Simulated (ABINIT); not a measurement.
Runs of ABINIT 10.8.3 (patched build) on Sn. It takes space group Fd-3m (No. 227, cubic). The conventional cell has a = 6.467 Å, b = 6.467 Å, c = 6.467 Å, α = 90.00°, β = 90.00°, γ = 90.00°. Sn (site symmetry -43m) is surrounded by 4 Sn at 2.80 Å. This isn't the form of Sn at room conditions, which is tetragonal (white tin).

| task | level | potentials or basis | k mesh | cutoff (eV) | smearing | stop of the response cycle (tolvrs) | acoustic sum rule (asr) | gap on the mesh (eV) | pressure (GPa) |
| --- | --- | --- | --- | --- | --- | --- | --- | --- | --- |
| phonons | PBE | PseudoDojo NC SR PBE v0.4.1 standard | 8 × 8 × 8 | 952 | fermi-dirac 0.2 eV | 1e-09 | 2 | none | 4.0 |
| phonons | PBEsol | PseudoDojo NC SR PBEsol v0.4.1 standard | 8 × 8 × 8 | 871 | fermi-dirac 0.136 eV | 1e-10 | 1 | none | 0.6 |
| single point | PBEsol | PseudoDojo NC SR PBEsol v0.4.1 standard | 5 × 5 × 5 | 871 | fermi-dirac 0.05 eV | - | - | none | (a) |
| single point | PBE | PseudoDojo NC SR PBE v0.4.1 standard | 5 × 5 × 5 | 952 | fermi-dirac 0.05 eV | - | - | none | 4.0 |

Alike in all rows: no spin polarisation; cell as given.

**Question.** Fill in the values left out.

**Answer.** (a) 0.8.

Caveats: the cell is more than 3 GPa from zero pressure, which shifts response properties (some runs).

A k mesh can miss the band edges, and the runs leave out spin-orbit coupling on Sn.

A gap of «none» marks a metal or a gap under the smearing width.
